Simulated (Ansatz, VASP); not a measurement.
**One calculation of NaH, two programs**

Contents of POSCAR:

```
NaH
1.0
    2.9551000000      0.0000000000      0.0000000000
    0.0000000000      2.9551000000      0.0000000000
    0.0000000000      0.0000000000      2.9551000000
Na H
1 1
Direct
    0.0000000000      0.0000000000      0.0000000000
    0.5000000000      0.5000000000      0.5000000000
```

Contents of INCAR.step1:

```
PREC = Accurate
ENCUT = 520
ISMEAR = 0
SIGMA = 0.01
LREAL = F
LASPH = T
NELM = 80
NBANDS = 11
GGA = PE
ALGO = Normal
EDIFF = 1E-4
LWAVE = T
LCHARG = F
```

The input INCAR.step2:

```
PREC = Accurate
ENCUT = 520
EDIFF = 1E-6
ISMEAR = 0
SIGMA = 0.01
LREAL = F
LASPH = T
NELM = 80
ALGO = Normal
ISIF = 2
LWAVE = F
LCHARG = F
METAGGA = R2SCAN
LMIXTAU = T
NBANDS = 11
ISTART = 1
```

KPOINTS

```
regular mesh
0
Gamma
  6 6 6
```

Input for Ansatz:

```yaml
crystal:
  lattice:
    - [2.9551, 0.0, 0.0]
    - [0.0, 2.9551, 0.0]
    - [0.0, 0.0, 2.9551]
  atoms:
    - { symbol: Na, position: [0.0, 0.0, 0.0] }
    - { symbol: H, position: [0.5, 0.5, 0.5] }
kpoints:
  mp_grid:
    grid: [6, 6, 6]
hamiltonian:
  xc: r2scan
scf:
  convergence:
    dr2_threshold: 1.0e-08
  occupations:
    method: fixed
output:
  polarization: {}
```

The cell comes from a database or a generator and needn't be the stable form of this composition.

Alike in both runs: task single point; functional r2SCAN; k mesh 6 × 6 × 6; no spin polarisation.

|  | VASP | Ansatz |
| --- | --- | --- |
| version | VASP 6.6.1 | Ansatz 0.2.0 |
| potentials or method | VASP PAW PBE potentials, release 64 (Na_pv, H) | plane waves, PAW |
| plane-wave cutoff (eV) | 520 | 500 |
| occupations | gaussian, width 0.01 eV | fixed |
| valence electrons in the cell | 8 | 10 |

```tsv
	VASP	Ansatz	Ansatz less VASP
gap on the k mesh at the Fermi level (eV)	1.60	1.59	-0.011
```

The two sets of potentials don't hold the same shells in valence.

Caveats: the PAW data sets were made with another functional, which shifts forces and pressure a little (VASP). r2SCAN opens gaps a little over a GGA but as a rule still falls short of measured ones. A k mesh can miss the band edges.
